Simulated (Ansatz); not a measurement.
Ti2Co:

```
Co Ti
1.0
     0.00000    3.36500    3.36500
     3.36500    0.00000    3.36500
     3.36500    3.36500    0.00000
Co Ti
2 4
Cartesian
  5.0475 5.0475 5.0475
  3.3650 3.3650 3.3650
  2.5238 0.8413 2.5238
  2.5238 2.5238 0.8413
  0.8413 2.5238 2.5238
  0.8413 0.8413 0.8413
```

Base run:

```yaml
Program: Ansatz 0.2.0
Functional: PBEsol
Potentials_or_basis: Ansatz PAW
Cutoff: "420 eV (not typed: the program's choice for these potentials)"
k_mesh: 6 × 6 × 6
Occupations: fermi-dirac, width 0.05 eV
Spin: collinear spin, ferromagnetic start
Starting_moments: "[3.0, 3.0, 1.5, 1.5, 1.5, 1.5] μB"
Fixed_moment: 12 μB
```

Its results: pressure 39.2 GPa; site moments Co +2.21; Ti +1.30 μB.

Problem. The run is repeated on the same cell with these changes: fixed moment from 12 μB to 6 μB; moments at the start from [3.0, 3.0, 1.5, 1.5, 1.5, 1.5] to [1.5, 1.5, 0.75, 0.75, 0.75, 0.75]. What comes out?

Solution. Pressure 22.5 GPa; site moments Co +1.52; Ti +0.58 μB.

Caveats: the total moment is fixed, so each spin has its own Fermi level; the PAW data sets come from PBE, with cores solved anew for the run's functional, which leaves a small shift of forces and pressure; the thresholds are loose for stress; a pressure of tens of GPa on the cell as given is suspect, and the run, the potentials or the cell itself is likely at fault (some runs).
